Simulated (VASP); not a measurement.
Here is a VASP 6.6.1 calculation.

INCAR

```
SYSTEM = Mo
PREC = Accurate ; ENCUT = 600
EDIFF = 1E-6 ; ISMEAR = 1
SIGMA = 0.2 ; LREAL = .FALSE.
LASPH = .TRUE. ; NELM = 60
ALGO = Normal ; ISIF = 3
LWAVE = .FALSE. ; LCHARG = .FALSE.
GGA = PS ; IBRION = 2
NSW = 40 ; EDIFFG = -0.02
KPAR = 8
```

Contents of KPOINTS:

```
Automatic mesh
0
G
  24 24 24
  0 0 0
```

The input POSCAR:

```
Mo
1.0
   -1.5800000000      1.5800000000      1.5800000000
    1.5800000000     -1.5800000000      1.5800000000
    1.5800000000      1.5800000000     -1.5800000000
Mo
1
Direct
    0.0000000000      0.0000000000      0.0000000000
```

Potentials or basis: VASP PAW PBE potentials, release 64 (Mo_sv).

Command:

```bash
$ cat potpaw_PBE.64/Mo_sv/POTCAR > POTCAR
$ mpirun -np 8 vasp_std > vasp.out
```

Q: Predict the relaxed cell.

A: a = 2.713 Å, b = 2.713 Å, c = 2.713 Å, α = 109.47°, β = 109.47°, γ = 109.47°.

Q: What does it give for the relaxed volume?

A: 15.37 Å³/atom.

Q: Predict the space group after relaxing (to 0.05 Å).

A: Im-3m (No. 229).

Final structure:
```
Mo
1.0
    -1.56612    1.56612    1.56612
     1.56612   -1.56612    1.56612
     1.56612    1.56612   -1.56612
Mo
1
Cartesian
  0.0000 0.0000 0.0000
```

Caveat: the PAW data sets were made with another functional, which shifts forces and pressure a little.
